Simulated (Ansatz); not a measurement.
**CdI2: stress in a strained cell**

CdI2 is deformed so: equal xx and yy strain of -1 %. What stress and forces result, by LAPW, PAW and all-electron datasets made for the crystal?

Method: DFT PBEsol, scalar-relativistic, in Ansatz 0.2.0.

**1. Starting point**

The structure is trigonal, space group P-3m1 (No. 164). The conventional cell has a = 4.244 Å, b = 4.244 Å, c = 6.859 Å, α = 90.00°, β = 90.00°, γ = 120.00°. Cd (site symmetry -3m) is surrounded by 6 I at 2.99 Å. I (site symmetry 3m) is surrounded by 3 Cd at 2.99 Å.

Coordinates:

```
CELL_PARAMETERS angstrom
4.24400 0.00000 0.00000
-2.12200 3.67541 0.00000
0.00000 0.00000 6.85900
ATOMIC_POSITIONS crystal
Cd 0.00000 0.00000 0.00000
I 0.33333 0.66667 0.24920
I 0.66667 0.33333 0.75080
```

Atoms are numbered in the order of the input: Cd1, I2, I3.

**2. After the deformation**

Space group P-3m1 before, P-3m1 after.

**3. Full-potential LAPW**

input.yaml reads:

```yaml
crystal:
  lattice:
    - [4.2015592226, 0.0, 0.0]
    - [-2.1007796112, 3.6386570222, 0.0]
    - [0.0, 0.0, 6.859]
  atoms:
    - { symbol: Cd, position: [0.0, 0.0, 0.0] }
    - { symbol: I, position: [0.3333333333, 0.6666666667, 0.2492] }
    - { symbol: I, position: [0.6666666667, 0.3333333333, 0.7508] }
kpoints:
  mp_grid: { grid: [8, 8, 5] }
  band_path:
    path:
      - [0.0, 0.0, 0.0]
      - [0.5, 0.0, 0.0]
      - [0.3333333333, 0.3333333333, 0.0]
      - [0.0, 0.0, 0.0]
      - [0.0, 0.0, 0.5]
      - [0.5, 0.0, 0.5]
      - [0.3333333333, 0.3333333333, 0.5]
      - [0.0, 0.0, 0.5]
      - [0.5, 0.0, 0.5]
    npoints: 5
scf:
  occupations: { method: fermi_dirac, width: 0.03 }
hamiltonian:
  xc: pbesol
  pseudopotentials: { kind: all_electron, lapw: { basis_error: 0.0005 } }
output:
  forces: true
  stress: true
  eigenvalues: true
```

On the command line:

```bash
> ansatz run input.yaml --threads 1 --pin off --max-ram 4096MiB --backend cpu --events-out ev --progress --plain --runs-dir out
```

**4. PAW with frozen cores**

input.yaml reads:

```yaml
crystal:
  lattice:
    - [4.2015592226, 0.0, 0.0]
    - [-2.1007796112, 3.6386570222, 0.0]
    - [0.0, 0.0, 6.859]
  atoms:
    - { symbol: Cd, position: [0.0, 0.0, 0.0] }
    - { symbol: I, position: [0.3333333333, 0.6666666667, 0.2492] }
    - { symbol: I, position: [0.6666666667, 0.3333333333, 0.7508] }
kpoints:
  mp_grid: { grid: [8, 8, 5] }
scf:
  occupations: { method: fermi_dirac, width: 0.03 }
hamiltonian:
  xc: pbesol
  pseudopotentials: { kind: paw }
output:
  forces: true
  stress: true
  eigenvalues: true
  efg: { contact_densities: true }
  write_density: true
  write_potential: true
  elf: true
  volumetric_format: npy
```

**5. Datasets made for this crystal**

input.yaml, as its differences from that of step 4:

```diff
@@ -15,3 +15,3 @@
   xc: pbesol
-  pseudopotentials: { kind: paw }
+  pseudopotentials: { kind: all_electron, datasets: crystal }
 output:
@@ -21,5 +21 @@
   efg: { contact_densities: true }
-  write_density: true
-  write_potential: true
-  elf: true
-  volumetric_format: npy
```

(Steps that only read results are left out.)

**Question.** What will these runs give? Wanted: pressure; largest shear or deviatoric stress.

As calculated:

| quantity | value |
| --- | --- |
| pressure | LAPW 0.31, PAW 0.30, crystal datasets 0.31 GPa |
| largest shear or deviatoric stress (LAPW) | 0.06 GPa |

What this shows: The largest part of the stress beyond the pressure is 0.06 GPa in size, in the zz component; the atoms are carried along and not relaxed. No run of the undeformed cell stands beside it, so pressure and stress hold what the given cell had before the change, as far as its symmetry allows. PAW: stress within 0.01 GPa of LAPW. Crystal datasets: stress within 0.01 GPa of LAPW. Spin-orbit coupling is left out, though the cell holds I; in elements this heavy it can shift bands and gaps by tenths of an eV.

These are semilocal Kohn-Sham gaps, which aren't the measured quantity. Such gaps usually fall short of the measured ones; spin-orbit coupling, left out here, narrows gaps with I, so the two errors partly cancel.
